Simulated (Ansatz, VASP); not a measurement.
Given: the input of a run of Ansatz 0.2.0 on BiS.

File input.yaml:

```yaml
crystal:
  lattice:
    - [2.1514562874, 1.242143862, 3.50048748]
    - [-2.1514562874, 1.242143862, 3.50048748]
    - [0.0, -2.4842877342, 3.50048748]
  atoms:
    - { symbol: Bi, position: [0.0, 0.0, 0.0] }
    - { symbol: S, position: [0.5, 0.5, 0.5] }
hamiltonian:
  xc: pbe
  pseudopotentials: { kind: paw }
kpoints:
  mp_grid: { grid: [8, 8, 8] }
scf:
  occupations: { method: fermi_dirac, width: 0.05 }
output:
  forces: true
  stress: true
  eigenvalues: true
```

Potentials or basis: Ansatz PAW.

Launch:

```bash
$ ansatz run input.yaml --threads 2 --pin off --max-ram 5632MiB --backend cpu --events-out ev --progress --plain --runs-dir out
```

Question: Set up the same calculation for VASP 6.6.1. Potentials there: VASP PAW PBE potentials, release 64 (Bi_d, S).

Answer: As run (the cutoff follows the program's own potentials):

File INCAR:

```
  PREC = Accurate
  ENCUT = 520
  EDIFF = 1E-6
  ISMEAR = -1
  SIGMA = 0.05
  LREAL = F
  LASPH = T
  NELM = 80
  ALGO = Normal
  ISIF = 2
  LWAVE = F
  LCHARG = F
  GGA = PE
```

Contents of KPOINTS:

```
regular mesh
0
Gamma
  8 8 8
```

Contents of POSCAR:

```
BiS
1.0
    2.1514562874      1.2421438620      3.5004874800
   -2.1514562874      1.2421438620      3.5004874800
    0.0000000000     -2.4842877342      3.5004874800
Bi S
1 1
Direct
    0.0000000000      0.0000000000      0.0000000000
    0.5000000000      0.5000000000      0.5000000000
```

Potentials or basis: VASP PAW PBE potentials, release 64 (Bi_d, S).

Run with:

```bash
$ cat potpaw_PBE.64/Bi_d/POTCAR potpaw_PBE.64/S/POTCAR > POTCAR
$ mpirun -np 1 vasp_std > vasp.out
```

Both were run:

|  | VASP | Ansatz | Ansatz less VASP |
| --- | --- | --- | --- |
| gap on the k mesh at the Fermi level (eV) | none | none | - |
| pressure (GPa) | -3.4 | -3.3 | +0.06 |
| largest component of the traceless stress (GPa) | 0.07 | 0.07 | 0.000 |

A gap of «none» marks a metal or a gap that the smearing closes.

Caveats: spin-orbit coupling is left out, which moves the levels of the heavy elements.
